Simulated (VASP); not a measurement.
Input of a VASP 6.6.1 run:

POSCAR

```
AlN
1.0
    0.0000000000      2.0188684454      2.0188684454
    2.0188684454      0.0000000000      2.0188684454
    2.0188684454      2.0188684454      0.0000000000
Al N
1 1
Direct
    0.0000000000      0.0000000000      0.0000000000
    0.5000000000      0.5000000000      0.5000000000
```

INCAR.step1

```
SYSTEM = AlN
PREC     = Accurate       ! precision mode
ENCUT    = 520            ! plane-wave cutoff, eV
EDIFF    = 1E-5           ! SCF threshold, eV
ISMEAR   = 0              ! smearing method
SIGMA    = 0.01           ! smearing width, eV
LREAL    = .False.        ! projectors in reciprocal space
LASPH    = .True.         ! aspherical terms in the spheres
NELM     = 100            ! most SCF steps
ALGO     = Normal         ! electronic algorithm
ISIF     = 2              ! what is computed and relaxed
LWAVE    = .True.         ! write WAVECAR
NBANDS   = 11             ! bands
GGA      = PE             ! functional
```

The input INCAR.step2:

```
SYSTEM = AlN
PREC     = Accurate       ! precision mode
ENCUT    = 520            ! plane-wave cutoff, eV
EDIFF    = 1E-7           ! SCF threshold, eV
ISMEAR   = 0              ! smearing method
SIGMA    = 0.01           ! smearing width, eV
LREAL    = .False.        ! projectors in reciprocal space
LASPH    = .True.         ! aspherical terms in the spheres
NELM     = 100            ! most SCF steps
ALGO     = Normal         ! electronic algorithm
ISIF     = 2              ! what is computed and relaxed
LWAVE    = .False.        ! write WAVECAR
LCHARG   = .True.         ! write CHGCAR
GGA      = PE             ! functional
LHFCALC  = .True.         ! exact exchange
HFSCREEN = 0.2079         ! screening, 1/A
PRECFOCK = Normal       
LELF     = .True.         ! ELF
LVHAR    = .True.       
NBANDS   = 11             ! bands
ISTART   = 1
```

KPOINTS

```
regular mesh
0
Gamma
  6 6 6
  0 0 0
```

Potentials or basis: VASP PAW PBE potentials, release 64 (Al, N).

Run with:

```console
$ cat potpaw_PBE.64/Al/POTCAR potpaw_PBE.64/N/POTCAR > POTCAR
$ cp INCAR.step1 INCAR
$ mpirun -np 1 vasp_std > vasp.out
$ cp INCAR.step2 INCAR
$ mpirun -np 1 vasp_std > vasp.out
```

Question: What does it give for the band gap on the k mesh?

Answer: 6.01 eV, indirect (least direct gap 7.26 eV).

Question: Predict the pressure.

Answer: -1.4 GPa.

Caveat: the k mesh is coarse (spacing up to 0.45 Å⁻¹), so the values aren't converged, least of all with exact exchange; the PAW data sets were made with another functional, which shifts forces and pressure a little. A k mesh can miss the band edges.
